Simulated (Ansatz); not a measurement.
Rb (Im-3m), comparing deformations

Method: Ansatz 0.2.0, DFT PBE, scalar-relativistic, plane waves, PAW. Cutoff 420 eV, Γ-centred 12×12×12 k-points, Gaussian smearing of 0.15 eV. No spin polarisation. Energies are free energies at this smearing, counted from the undisturbed cell; pressure is positive in compression.

The undisturbed cell (as given, not relaxed at this level; it stands at 0.1 GPa):

```
CELL_PARAMETERS angstrom
-2.80600 2.80600 2.80600
2.80600 -2.80600 2.80600
2.80600 2.80600 -2.80600
ATOMIC_POSITIONS crystal
Rb 0.00000 0.00000 0.00000
```

The cell is strained by ε times a Voigt pattern (xx, yy, zz, yz, xz, xy; engineering shear) with fractional coordinates fixed. τ = (1/V0) dE/dε comes from the stress tensor. Of each scan, only the three points used here are listed.

| pattern | ε | τ (GPa) |
| --- | --- | --- |
| (0, 0, 0, 1, 0, 0) | -0.0025 | -0.0051 |
| (0, 0, 0, 1, 0, 0) | 0.0000 | 0.0000 |
| (0, 0, 0, 1, 0, 0) | 0.0025 | 0.0051 |
| (1, 0, 0, 0, 0, 0) | -0.0050 | -0.1095 |
| (1, 0, 0, 0, 0, 0) | 0.0000 | -0.0928 |
| (1, 0, 0, 0, 0, 0) | 0.0050 | -0.0766 |
| (1, 1, 0, 0, 0, 0) | -0.0150 | -0.382 |
| (1, 1, 0, 0, 0, 0) | 0.0000 | -0.186 |
| (1, 1, 0, 0, 0, 0) | 0.0150 | -0.007 |
| (0, 0, 1, 0, 0, 0) | -0.0150 | -0.1445 |
| (0, 0, 1, 0, 0, 0) | 0.0000 | -0.0928 |
| (0, 0, 1, 0, 0, 0) | 0.0150 | -0.0453 |

Which constants do the scans give, and which deformation costs least for the same size of strain tensor?

The slope dτ/dε at zero (parabola through three points) is pᵀCp: (0, 0, 0, 1, 0, 0) gives C44 = 2.0 GPa; (1, 0, 0, 0, 0, 0) gives C11 = 3.3 GPa; (1, 1, 0, 0, 0, 0) gives 2(C11 + C12) = 12.5 GPa; (0, 0, 1, 0, 0, 0) gives C11 = 3.3 GPa. The size of the strain tensor, ε:ε, is ε² times 0.5, 1.0, 2.0, 1.0. Per unit of it the stiffnesses are 4.0, 3.3, 6.3, 3.3 GPa, so (1, 0, 0, 0, 0, 0) is the softest of these, level with (0, 0, 1, 0, 0, 0) (alike by symmetry): at ε:ε = (1 %)² the quadratic term costs 0.09 meV/atom against 0.17 for the stiffest. The starting stress shifts them by about its own size.

What else follows for this cubic crystal?

From the unrounded slopes C11 = 3.3 and C12 = 2.9 GPa, so B = (C11 + 2 C12)/3 = 3 GPa and the Poisson ratio for a pull along a cube edge is C12/(C11 + C12) = 0.47.

In a metal these slopes depend on the k mesh and the smearing.